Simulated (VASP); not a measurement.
# Ru: relaxation of cell and atoms with PBE+D3(BJ)

The system is Ru.

```
Ru
1.0
     2.69000    0.00000    0.00000
    -1.34500    2.32961    0.00000
     0.00000    0.00000    4.25000
Ru
2
Direct
  0.33333 0.66667 0.25000
  0.66667 0.33333 0.75000
```

The cell was built by a generator and needn't be a form met in nature.

```
Program                : VASP 6.6.1
Task                   : relaxation of cell and atoms
Functional             : PBE
Dispersion             : D3(BJ)
Potentials or basis    : VASP PAW PBE potentials, release 64 (Ru_pv)
Cutoff                 : 600 eV
k mesh                 : 18 × 18 × 10
Occupations            : methfessel-paxton, width 0.1 eV
Spin                   : no spin polarisation
Further INCAR settings : ALGO = Normal; EDIFF = 1e-06; IBRION = 2; EDIFFG = -0.005; NSW = 40; ISIF = 3
```

```
Relaxed volume                         : 13.43 Å³/atom
Relaxed cell                           : a = 2.697 Å, b = 2.697 Å, c = 4.267 Å, α = 90.00°, β = 90.00°, γ = 120.00°
Space group after relaxing (to 0.05 Å) : P6_3/mmc (No. 194)
Energy gained by relaxing              : 1.2 meV/atom
Ionic steps                            : 5
Pressure after relaxing                : 0.0 GPa
Band gap on the k mesh                 : none (metal or under the smearing width)
Dispersion energy per atom             : -0.631 eV
```

The path:
```tsv
step	energy change (eV)	largest force (eV/Å)	pressure (GPa)	volume (Å³)
1	0.0000	0.0000	3.09	26.63
2	0.0194	0.0000	-8.82	27.63
3	-0.0023	0.0000	-0.04	26.88
4	-0.0023	0.0000	0.00	26.87
5	-0.0023	0.0000	0.03	26.87
```

Final structure:
```xyz
2
Lattice="2.6966 0.0000 0.0000 -1.3483 2.3353 0.0000 0.0000 0.0000 4.2667" Properties=species:S:1:pos:R:3 pbc="T T T"
Ru    0.0000    1.5569    1.0667
Ru    1.3483    0.7784    3.2000
```

Levels at points of the mesh, in eV from the Fermi level:
```
           k point  band 12  band 13  band 14  band 15  band 16  band 17
(0.00, 0.00, 0.00)    -1.93    -1.93    -1.40    -1.40     1.21     1.21
(0.50, 0.00, 0.00)    -1.80    -1.53     1.47     1.89     1.96     4.14
(0.00, 0.00, 0.50)    -2.79    -2.73    -2.73     0.57     0.57     0.57
(0.50, 0.00, 0.50)    -1.06     0.47     0.47     1.72     1.72     3.45
```

It took 3.8 min on 1 thread of Intel(R) Xeon(R) Platinum 8259CL CPU @ 2.50GHz (Skylake/Cascade Lake) (shared host), peak memory 0.26 GiB.

Caveat: pairwise dispersion overbinds metals, which lowers pressure and volume.
